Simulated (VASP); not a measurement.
# TiO2 (Rutile) (P4_2/mnm) in VASP: a series of runs

One crystal, TiO2 (Rutile), is run at these levels: PBE; tasks: dielectric tensor, optical spectrum.

Program: VASP 6.6.1. These are calculated values, not measurements. Logs are shortened: lines on timing, memory, paths and dates and some standing lists are left out, and cuts for length are marked.

**Experimental background.**

“Shallow Valence Band of Rutile GeO2 and P-type Doping”, 2020, arxiv:2011.08928 quotes, for a bulk crystal of TiO2 at 1.6 K: band gap 3.03 eV (direct).

The runs below are set against these values where they give the same quantity.

**1. The crystal as given**

Symmetry: P4_2/mnm, No. 136, tetragonal system. The conventional cell has a = 4.593 Å, b = 4.593 Å, c = 2.942 Å, α = 90.00°, β = 90.00°, γ = 90.00°. Ti (site symmetry mmm) is surrounded by 6 O at 1.94 to 1.98 Å. O (site symmetry m2m) is surrounded by 3 Ti at 1.94 to 1.98 Å.

**2. Dielectric tensor, PBE**

The input, INCAR:

```
ALGO = Normal ; EDIFF = 1E-8
ENCUT = 520 ; GGA = PE
ISIF = 2 ; ISMEAR = 0
KPAR = 2 ; LASPH = True
LCHARG = False ; LEPSILON = True
LREAL = False ; LWAVE = False
NELM = 80 ; PREC = Accurate
SIGMA = 0.03
```

The input, KPOINTS:

```
k-points
0
Monkhorst-Pack
  8 8 12
```

The input, POSCAR:

```
TiO2                                    
1.0
    4.5927071378      0.0000000000      0.0000000000
    0.0000000000      4.5927071378      0.0000000000
    0.0000000000      0.0000000000      2.9417409249
  Ti              O             
     2     4
Direct
     0.0000000000000000    0.0000000000000000    0.0000000000000000
     0.5000000000000000    0.5000000000000000    0.5000000000000000
     0.3043249358208021    0.3043249358208021    1.0000000000000000
     0.1956750641791979    0.8043249358208020    0.5000000000000000
     0.6956750641791980    0.6956750641791980    0.0000000000000000
     0.8043249358208020    0.1956750641791979    0.5000000000000000
```

Potentials or basis: VASP PAW PBE potentials, release 64 (Ti_sv, O).

Launch:

```sh
$ cat potpaw_PBE.64/Ti_sv/POTCAR potpaw_PBE.64/O/POTCAR > POTCAR
$ mpirun -np 2 vasp_std > vasp.out
```

OUTCAR:

```text
EDIFF = 1E-8
   ENCUT = 520
   GGA = PE
   ISIF = 2
   ISMEAR = 0
   LASPH = True
   LEPSILON = True
   LREAL = False
   NELM = 80
   PREC = Accurate

 ion  position               nearest neighbor table
   1  0.000  0.000  0.000-   4 1.94   6 1.94   4 1.94   6 1.94   5 1.98   3 1.98
   2  0.500  0.500  0.500-   3 1.94   5 1.94   3 1.94   5 1.94   4 1.98   6 1.98
   3  0.304  0.304  0.000-   2 1.94   2 1.94   1 1.98
   4  0.196  0.804  0.500-   1 1.94   1 1.94   2 1.98
   5  0.696  0.696  0.000-   2 1.94   2 1.94   1 1.98
   6  0.804  0.196  0.500-   1 1.94   1 1.94   2 1.98

  LATTYP: Found a simple tetragonal cell.
 ALAT       =     4.5927071378
 C/A-ratio  =     0.6405243872

  Lattice vectors:

 A1 = (   4.5927071378,   0.0000000000,   0.0000000000)
 A2 = (   0.0000000000,   4.5927071378,   0.0000000000)
 A3 = (   0.0000000000,   0.0000000000,   2.9417409249)

Analysis of symmetry for initial positions (statically):
=====================================================================
 Subroutine PRICEL returns:
 Original cell was already a primitive cell.

 Routine SETGRP: Setting up the symmetry group for a
 simple tetragonal supercell.

 Subroutine GETGRP returns: Found 16 space group operations
 (whereof  8 operations were pure point group operations)
 out of a pool of 16 trial point group operations.

The static configuration has the point symmetry D_2h.
 The point group associated with its full space group is D_4h.

Analysis of symmetry for dynamics (positions and initial velocities):
=====================================================================
 Subroutine PRICEL returns:
 Original cell was already a primitive cell.

 Routine SETGRP: Setting up the symmetry group for a
 simple tetragonal supercell.

 Subroutine GETGRP returns: Found 16 space group operations
 (whereof  8 operations were pure point group operations)
 out of a pool of 16 trial point group operations.

The dynamic configuration has the point symmetry D_2h.
 The point group associated with its full space group is D_4h.

 Subroutine INISYM returns: Found 16 space group operations
 (whereof  8 operations are pure point group operations),
 and found     1 'primitive' translations

----------------------------------------------------------------------------------------

                                     Primitive cell

  volume of cell :      62.0500

  direct lattice vectors                    reciprocal lattice vectors
     4.592707138  0.000000000  0.000000000     0.217736505  0.000000000  0.000000000
     0.000000000  4.592707138  0.000000000     0.000000000  0.217736505  0.000000000
     0.000000000  0.000000000  2.941740925     0.000000000  0.000000000  0.339934762

  length of vectors
     4.592707138  4.592707138  2.941740925     0.217736505  0.217736505  0.339934762

  position of ions in fractional coordinates (direct lattice)
     0.000000000  0.000000000  0.000000000
     0.500000000  0.500000000  0.500000000
     0.304324936  0.304324936  0.000000000
     0.195675064  0.804324936  0.500000000
     0.695675064  0.695675064  0.000000000
     0.804324936  0.195675064  0.500000000

  ion indices of the primitive-cell ions
   primitive index   ion index
                 1           1
                 2           2
                 3           3
                 4           4
                 5           5
                 6           6

----------------------------------------------------------------------------------------

 KPOINTS: k-points

Automatic generation of k-mesh.
[... 102 lines left out ...]
 NGX is ok and might be reduce to    36
   NGX = 17   NGY = 17   NGZ = 11

--------------------------------------- Ionic step        1  -------------------------------------------

 number of electron      48.0000019 magnetization

 E-fermi :   5.1630     XC(G=0): -11.4442

 val. band max:        4.8733472942   @ k =   0.0625   0.0625   0.0417
 cond. band min:       6.8504520728   @ k =   0.4375   0.4375   0.0417
 fundamental gap:      1.9771047786
 Fermi energy:         5.1630406884

 k-point     1 :       0.0625    0.0625    0.0417
  band No.  band energies     occupation
      1     -51.9850      2.00000
      2     -51.9683      2.00000
      3     -28.2987      2.00000
      4     -28.2924      2.00000
      5     -28.1371      2.00000
      6     -28.1304      2.00000
[... 733 lines left out ...]
     27       7.9778      0.00000
     28       8.0872      0.00000

 [... further k-points ...]

  FORCE on cell =-STRESS in cart. coord.  units (eV):
  Direction    XX          YY          ZZ          XY          YZ          ZX
  --------------------------------------------------------------------------------------
  -------------------------------------------------------------------------------------
  Total        2.7042216      2.7042216      3.1868132      0.0000000      0.0000000      0.0000000
  in kB       69.8249983     69.8249983     82.2858691      0.0000000      0.0000000      0.0000000
  external PRESSURE =      73.9786219 kB  Pullay stress =       0.0000000 kB

 VOLUME and BASIS-vectors are now :
 -----------------------------------------------------------------------------
  energy-cutoff  :      520.00
  volume of cell :       62.05
      direct lattice vectors                 reciprocal lattice vectors
     4.592707138  0.000000000  0.000000000     0.217736505  0.000000000  0.000000000
     0.000000000  4.592707138  0.000000000     0.000000000  0.217736505  0.000000000
     0.000000000  0.000000000  2.941740925     0.000000000  0.000000000  0.339934762

 POSITION                                       TOTAL-FORCE (eV/Angst)
 -----------------------------------------------------------------------------------
      0.00000      0.00000      0.00000         0.000000      0.000000      0.000000
      2.29635      2.29635      1.47087         0.000000      0.000000      0.000000
      1.39768      1.39768      0.00000        -0.050110     -0.050110     -0.000000
      0.89868      3.69403      1.47087         0.050110     -0.050110     -0.000000
      3.19503      3.19503      0.00000         0.050110      0.050110      0.000000
      3.69403      0.89868      1.47087        -0.050110      0.050110      0.000000
 -----------------------------------------------------------------------------------
    total drift:                                0.000000      0.000000     -0.000000

  FREE ENERGIE OF THE ION-ELECTRON SYSTEM (eV)
  ---------------------------------------------------
  free  energy   TOTEN  =       -53.6294357918 eV

  energy  without entropy=      -53.6294357918  energy(sigma->0) =      -53.62943579

 HEAD OF MICROSCOPIC STATIC DIELECTRIC TENSOR (INDEPENDENT PARTICLE, excluding Hartree and local field effects)
 ------------------------------------------------------
           7.582264    -0.000000     0.000000
          -0.000000     7.582264     0.000000
           0.000000     0.000000     8.917245
 ------------------------------------------------------

 Free energy of the ion-electron system (eV)
  ---------------------------------------------------
  ---------------------------------------------------
  free energy    TOTEN  =        -1.14631724 eV

  energy without entropy =       -1.14631724

------------------------ aborting loop because EDIFF is reached ----------------------------------------

--------------------------------------- Ionic step        2  -------------------------------------------

------------------------ aborting loop because EDIFF is reached ----------------------------------------

--------------------------------------- Ionic step        3  -------------------------------------------

 Free energy of the ion-electron system (eV)
  ---------------------------------------------------
  ---------------------------------------------------
  free energy    TOTEN  =        -1.40393371 eV

  energy without entropy =       -1.40393371

------------------------ aborting loop because EDIFF is reached ----------------------------------------

 PIEZOELECTRIC TENSOR FIELD DIRECTION 3  (e Angst)
 -----------------------------------------------------------------------------
     0.00033  0.00000  0.00000           (  0.00020  0.00000  0.00000)
     0.00000  0.00033  0.00000           (  0.00000  0.00020  0.00000)
     0.00000  0.00000 -0.00255           (  0.00000  0.00000 -0.00045)

 PIEZOELECTRIC TENSOR FIELD DIRECTION 3  (C/m^2)
 -----------------------------------------------------------------------------
     0.00009  0.00000  0.00000
     0.00000  0.00009  0.00000
     0.00000  0.00000 -0.00066

 MACROSCOPIC STATIC DIELECTRIC TENSOR (including local field effects in DFT)
 ------------------------------------------------------
           7.375562     0.000000     0.000000
           0.000000     7.375562     0.000000
           0.000000     0.000000     8.805726
 ------------------------------------------------------

 PIEZOELECTRIC TENSOR (including local field effects)  for field in x, y, z        (e  Angst)
          XX          YY          ZZ          XY          YZ          ZX
  --------------------------------------------------------------------------------
  x     0.00000     0.00000     0.00000     0.00000     0.00000     0.00000
  y     0.00000     0.00000     0.00000     0.00000     0.00000     0.00000
  z     0.00000     0.00000     0.00000     0.00000     0.00000     0.00000

 PIEZOELECTRIC TENSOR (including local field effects)  for field in x, y, z        (C/m^2)
          XX          YY          ZZ          XY          YZ          ZX
  --------------------------------------------------------------------------------
  x     0.00000     0.00000     0.00000     0.00000     0.00000     0.00000
  y     0.00000     0.00000     0.00000     0.00000     0.00000     0.00000
  z     0.00000     0.00000     0.00000     0.00000     0.00000     0.00000

 BORN EFFECTIVE CHARGES (including local field effects) (in |e|, cummulative output)
 ---------------------------------------------------------------------------------
 ion    1
    1     6.30264     1.02265     0.00000
    2     1.02265     6.30264     0.00000
    3     0.00000     0.00000     7.69916
 ion    2
    1     6.30264    -1.02265     0.00000
    2    -1.02265     6.30264     0.00000
    3     0.00000     0.00000     7.69916
 ion    3
    1    -3.15132    -1.80231     0.00000
    2    -1.80231    -3.15132     0.00000
    3     0.00000     0.00000    -3.84958
 ion    4
    1    -3.15132     1.80231     0.00000
    2     1.80231    -3.15132     0.00000
    3     0.00000     0.00000    -3.84958
 ion    5
    1    -3.15132    -1.80231     0.00000
    2    -1.80231    -3.15132     0.00000
    3     0.00000     0.00000    -3.84958
 ion    6
    1    -3.15132     1.80231     0.00000
    2     1.80231    -3.15132     0.00000
    3     0.00000     0.00000    -3.84958
```

Wall time 11 min (2 MPI ranks of Intel Xeon Platinum 8488C (Sapphire Rapids), shared host); peak memory 0.48 GiB.

Results:

| Property | Result |
| --- | --- |
| Electronic dielectric tensor (diagonal) | 7.38, 7.38, 8.81 |
| Born charges (mean of the diagonal) | Ti +6.77; O -3.38 e |

Electronic dielectric tensor:
```
7.38 0.00 0.00
0.00 7.38 0.00
0.00 0.00 8.81
```

Born effective charge tensors (e):
atom 1, Ti
```
6.30 1.02 0.00
1.02 6.30 0.00
0.00 0.00 7.70
```
atom 2, Ti
```
 6.30 -1.02  0.00
-1.02  6.30  0.00
 0.00  0.00  7.70
```
atom 3, O
```
-3.15 -1.80  0.00
-1.80 -3.15  0.00
 0.00  0.00 -3.85
```
atom 4, O
```
-3.15  1.80  0.00
 1.80 -3.15  0.00
 0.00  0.00 -3.85
```
atom 5, O
```
-3.15 -1.80  0.00
-1.80 -3.15  0.00
 0.00  0.00 -3.85
```
atom 6, O
```
-3.15  1.80  0.00
 1.80 -3.15  0.00
 0.00  0.00 -3.85
```

**3. Optical spectrum, PBE**

The input, INCAR:

```
ALGO = Normal ; CSHIFT = 0.05
EDIFF = 1E-7 ; ENCUT = 520
GGA = PE ; ISIF = 2
ISMEAR = 0 ; KPAR = 2
LASPH = True ; LCHARG = False
LOPTICS = True ; LREAL = False
LWAVE = False ; NBANDS = 48
NEDOS = 1000 ; NELM = 80
PREC = Accurate ; SIGMA = 0.03
```

The input, KPOINTS:

```
k-points
0
Gamma
  6 6 10
```

POSCAR is that of step 2.

Potentials or basis: VASP PAW PBE potentials, release 64 (Ti_sv, O).

Launch:

```sh
$ cat potpaw_PBE.64/Ti_sv/POTCAR potpaw_PBE.64/O/POTCAR > POTCAR
$ mpirun -np 2 vasp_std > vasp.out
```

OUTCAR:

```text
EDIFF = 1E-7
   ENCUT = 520
   GGA = PE
   ISIF = 2
   ISMEAR = 0
   LASPH = True
   LREAL = False
   NELM = 80
   PREC = Accurate

 ion  position               nearest neighbor table
   1  0.000  0.000  0.000-   4 1.94   6 1.94   4 1.94   6 1.94   5 1.98   3 1.98
   2  0.500  0.500  0.500-   3 1.94   5 1.94   3 1.94   5 1.94   4 1.98   6 1.98
   3  0.304  0.304  0.000-   2 1.94   2 1.94   1 1.98
   4  0.196  0.804  0.500-   1 1.94   1 1.94   2 1.98
   5  0.696  0.696  0.000-   2 1.94   2 1.94   1 1.98
   6  0.804  0.196  0.500-   1 1.94   1 1.94   2 1.98

[... 1189 lines left out ...]
     0.97620     0.00000     0.00000     0.00000    -0.00000     0.00000     0.00000
     1.95241     0.00000     0.00000     0.00000     0.00000     0.00000     0.00000
     2.92861    15.94956    15.94956    18.68421     0.00000     0.00000     0.00000
     3.90481    12.24848    12.24848    15.09060     0.00000     0.00000     0.00000
     4.88102     4.88500     4.88500     6.86307    -0.00000     0.00000     0.00000
[... 92 lines left out ...]
    95.66795     0.00000     0.00000     0.00000     0.00000     0.00000     0.00000
    96.64415     0.00000     0.00000     0.00000     0.00000     0.00000     0.00000

  frequency dependent      REAL DIELECTRIC FUNCTION (independent particle, no local field effects) density-density
     E(ev)        X           Y           Z          XY          YZ          ZX
  --------------------------------------------------------------------------------------------------------------
     0.00000     7.42057     7.42057     8.77404    -0.00000     0.00000     0.00000
     0.97620     7.77278     7.77278     9.20974     0.00000     0.00000     0.00000
     1.95241     9.40787     9.40787    11.21828     0.00000     0.00000     0.00000
     2.92861    14.10040    14.10040    13.90744    -0.00000     0.00000     0.00000
     3.90481     5.49277     5.49277     4.30851    -0.00000     0.00000     0.00000
     4.88102     0.07911     0.07911     1.21844    -0.00000     0.00000     0.00000
[... 92 lines left out ...]
    95.66795     0.93637     0.93637     0.93461     0.00000     0.00000     0.00000
    96.64415     0.93777     0.93777     0.93604     0.00000     0.00000     0.00000

  frequency dependent IMAGINARY DIELECTRIC FUNCTION (independent particle, no local field effects) current-current
     E(ev)      X         Y         Z        XY        YZ        ZX
  --------------------------------------------------------------------------------------------------------------
     0.00000     0.00000     0.00000     0.00000     0.00000     0.00000     0.00000
     0.97620     0.00000     0.00000     0.00000     0.00000     0.00000     0.00000
     1.95241     0.00000     0.00000     0.00000    -0.00000     0.00000     0.00000
     2.92861    16.01802    16.01802    18.53502     0.00000     0.00000     0.00000
     3.90481    12.25776    12.25776    15.16891    -0.00000     0.00000     0.00000
     4.88102     4.89656     4.89656     6.87625     0.00000     0.00000     0.00000
[... 92 lines left out ...]
    95.66795     0.00000     0.00000     0.00000     0.00000     0.00000     0.00000
    96.64415     0.00000     0.00000     0.00000     0.00000     0.00000     0.00000

  frequency dependent      REAL DIELECTRIC FUNCTION (independent particle, no local field effects) current-current
     E(ev)        X           Y           Z          XY          YZ          ZX
  --------------------------------------------------------------------------------------------------------------
     0.00000     7.42282     7.42282     8.77734    -0.00000     0.00000     0.00000
     0.97620     7.77146     7.77146     9.20873    -0.00000     0.00000     0.00000
     1.95241     9.40332     9.40332    11.21506    -0.00000     0.00000     0.00000
     2.92861    13.61787    13.61787    13.34403    -0.00000     0.00000     0.00000
     3.90481     5.19388     5.19388     3.89464     0.00000     0.00000     0.00000
     4.88102    -0.04430    -0.04430     1.07509     0.00000     0.00000     0.00000
[... 92 lines left out ...]
    95.66795     0.93637     0.93637     0.93461    -0.00000     0.00000     0.00000
    96.64415     0.93777     0.93777     0.93604    -0.00000     0.00000     0.00000
```

OSZICAR:

```text
N       E                     dE             d eps       ncg     rms          rms(c)
DAV:   1     0.603386081604E+03    0.60339E+03   -0.21533E+04  5760   0.118E+03
DAV:   2     0.913472302465E+01   -0.59425E+03   -0.53358E+03  5800   0.383E+02
[... 13 lines left out ...]
DAV:  16    -0.536294335473E+02    0.15571E-04   -0.10267E-05  6368   0.174E-02    0.294E-02
DAV:  17    -0.536294210775E+02    0.12470E-04   -0.10184E-05  8040   0.266E-02    0.568E-03
DAV:  18    -0.536294211567E+02   -0.79226E-07   -0.22514E-06  6744   0.817E-03    0.400E-03
DAV:  19    -0.536294210227E+02    0.13399E-06   -0.62257E-08  4256   0.292E-03    0.334E-03
DAV:  20    -0.536294208900E+02    0.13274E-06   -0.16502E-07  4728   0.239E-03    0.468E-04
DAV:  21    -0.536294209013E+02   -0.11330E-07   -0.21861E-08  3120   0.779E-04
   1 F= -.53629421E+02 E0= -.53629421E+02  d E =-.110858E-17
 imaginary and real dielectric function
```

stdout:

```text
POSCAR found type information on POSCAR TiO
 POSCAR found :  2 types and       6 ions
 scaLAPACK will be used
 LDA part: xc-table for (Slater+PW92), standard interpolation
 POSCAR, INCAR and KPOINTS ok, starting setup
 FFT: planning ... GRIDC
 FFT: planning ... GRID_SOFT
 FFT: planning ... GRID
 WAVECAR not read
 entering main loop
 optical routines
 imaginary and real dielectric function
 recalculating local potential from charge density
 direction            1
 direction            2
 direction            3
```

It took 72 s on 2 MPI ranks of Intel Xeon Platinum 8488C (Sapphire Rapids), shared host; peak memory 0.43 GiB.

What came out:

```
Free energy            : -53.6294 eV
Pressure               : 7.4 GPa
Largest force          : 0.071 eV/Å
Band gap on the k mesh : 1.87 eV, direct
```

Forces on the atoms (eV/Å):
```
Ti   0.000  0.000  0.000
Ti   0.000  0.000  0.000
O   -0.050 -0.050  0.000
O    0.050 -0.050  0.000
O    0.050  0.050  0.000
O   -0.050  0.050  0.000
```

Dielectric function (mean over the directions given):
```csv
energy (eV),real part,imaginary part
0.29,7.90,0.00
1.27,8.56,0.00
2.34,12.02,0.20
3.32,9.79,12.90
4.39,2.67,7.07
5.37,1.45,3.05
6.44,3.08,4.88
7.52,1.27,11.04
8.49,-2.26,3.26
9.57,-1.84,1.96
10.54,-0.48,1.21
11.62,0.31,1.28
12.59,0.94,0.96
13.67,0.42,1.31
14.74,1.03,0.92
15.72,0.76,1.06
16.79,1.06,1.45
17.77,0.92,1.18
18.84,0.75,1.36
19.91,0.61,2.45
```

Caveat: spectra need much finer meshes, so this one isn't converged; independent-particle spectra lack excitons.

**4. How close it comes**

Step 3. A measured gap of TiO2 is 3.03 eV (direct; 1.6 K; quoted in “Shallow Valence Band of Rutile GeO2 and P-type Doping”, 2020, arxiv:2011.08928); the calculated 1.87 eV misses it by -1.16 eV. 2 values of this kind are on record in papers (3.03 to 3.05 eV); this one was drawn at random among those near their median. The value is that of PBE on a finite k mesh, which can miss the band edges, without temperature or zero-point motion. Semilocal functionals fall short of measured gaps as a rule.
